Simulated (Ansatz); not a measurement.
Reaction (substitution at a C–C bond): `Cc1ccccn1` + `C[NH][GeH]([OH])[Cl]` → `C[NH][GeH]([Cl])[O]C` + `c1ccncc1`

Gas-phase electronic energies from Ansatz, PBE0-D4/def2-TZVP geometries. CCSD(T)/CBS is the MP2 limit (def2-TZVPP, def2-QZVPP) plus CCSD(T) − MP2 in def2-TZVPP, frozen cores. DFT in def2-TZVPP. B3LYP here is the variant with VWN-RPA as its local correlation; programs differ in this. For Ge outer-core shells are correlated without core-valence functions, which leaves a few kJ/mol of doubt a bond. Scalar relativity is left out up to krypton. Each species was taken in one conformer, which may not be the lowest.

| level | ΔE (eV) |
| --- | --- |
| B2PLYP | 0.74 |
| PBE | 0.76 |
| PBE0 | 0.77 |
| B3LYP | 0.70 |
| SCS-MP2/def2-TZVPP | 0.76 |
| CCSD/def2-TZVPP | 0.74 |
| MP2/def2-QZVPP | 0.83 |
| MP2/CBS(def2) | 0.84 |

(1) What does CCSD(T)/CBS give? (An estimate is asked.)

Largest T1 diagnostic among the species: 0.012.

## Answers

(1) The calculation gave: +0.77 eV. The listed levels differ from it by -0.03, -0.01, 0.00, -0.07, -0.01, -0.03, 0.06, 0.07 eV.

In def2-TZVPP, CCSD(T) changes the Hartree–Fock value by +0.08 eV (the triples alone add +0.01 eV) and MP2 by +0.15 eV.

CCSD(T)/CBS has its own doubt, a few kJ/mol and more with outer-core shells, so smaller differences from it don't rank the levels.
